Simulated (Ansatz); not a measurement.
## EuO in the rocksalt structure

Method: PBE with spin–orbit coupling; two-component spinors; PAW, 420 eV, 12×12×12 k-mesh, Gaussian smearing of 0.05 eV; code Ansatz. The datasets are Ansatz's generated set soft_2.

```
CELL_PARAMETERS angstrom
0.00000 2.52711 2.52711
2.52711 0.00000 2.52711
2.52711 2.52711 0.00000
ATOMIC_POSITIONS crystal
Eu 0.50000 0.50000 0.50000
O 0.00000 0.00000 0.00000
```

The start was a prototype's sites filled with these elements; the Crystallography Open Database holds the compound in this structure.

Magnetic state: ferromagnetic, site spin moments Eu 6.34; O 0.07 μB, along [001] (Cartesian), which lowers the symmetry.

The run above is the reference. The same cell was run again with other input settings; several of them aren't fit for production, so the rows show the settings' effect and aren't properties of the material.

```tsv
keys changed	outcome	ΔE (meV/atom)	P (GPa)	gap on the mesh (eV)	cell moment (μB)	largest force component (eV/Å)	SCF iterations	rough core-seconds	new warnings
none (reference)	converged	0.0	0.0	metal	6.89	0.000	–	–	–
scf.occupations.width: 0.05 → null; scf.occupations.method: "gaussian" → "tetrahedron"; kpoints.mp_grid.grid: [12, 12, 12] → [18, 18, 18]	converged	-0.1	0.0	metal	6.90	0.000	19	200	band table not solved further; tetrahedron derivatives may miss energy slope
scf.mixing.preconditioner: "kerker_dos"	converged	0.0	0.0	metal	6.89	0.000	20	90	–
basis.ecutrho_ratio: 4 → 9; scf.eigensolver.kind: "davidson"	converged	0.0	0.0	metal	6.89	0.000	19	120	–
```

These changes also left energy (to 0.1 meV/atom), pressure, gap, moment and forces as in the reference: scf.mixing.preconditioner: "kerker_dos"; scf.lower_state_search: "light"; scf.eigensolver.kind: "davidson"; basis.precision: "f64" | scf.lower_state_search: "off" | accuracy: "low".

ΔE is the energy with the smearing extrapolated to zero. It is left out where the change alters the Hamiltonian or the spin treatment. The varied runs start from atomic densities (corrected by the program's trained start where that serves), with the default search for lower states unless a row changes it, while the reference went on from a saved state, so a magnet may end in another state whatever the setting.

(1) What happens with these changes: scf.occupations.width: 0.05 → 0.005; basis.ecutwfc: 420 → "250 eV"?

Answer:

(1) outcome converged, ΔE (meV/atom) 1603.6, P (GPa) 4.7, gap on the mesh (eV) metal, cell moment (μB) 6.91, largest force component (eV/Å) 0.000, SCF iterations 16, rough core-seconds 40, new warnings cutoff below recommended.

2 further runs (cut off, refused for memory, with changed atoms or starts, or in doubt) are left out.

Of the reference: Without a U the 4f levels of Eu lie too near the Fermi level, so their share of the states there, and what hangs on it, is overstated. Site moments are of spin, integrated over Gaussian weights of 0.5 Å, which gives about a tenth less on f atoms than spheres do. No antiparallel order was tried. The relaxed cell is 5 % smaller in volume than the cell of this structure in the Crystallography Open Database (17.01 Å³/atom, 1963).
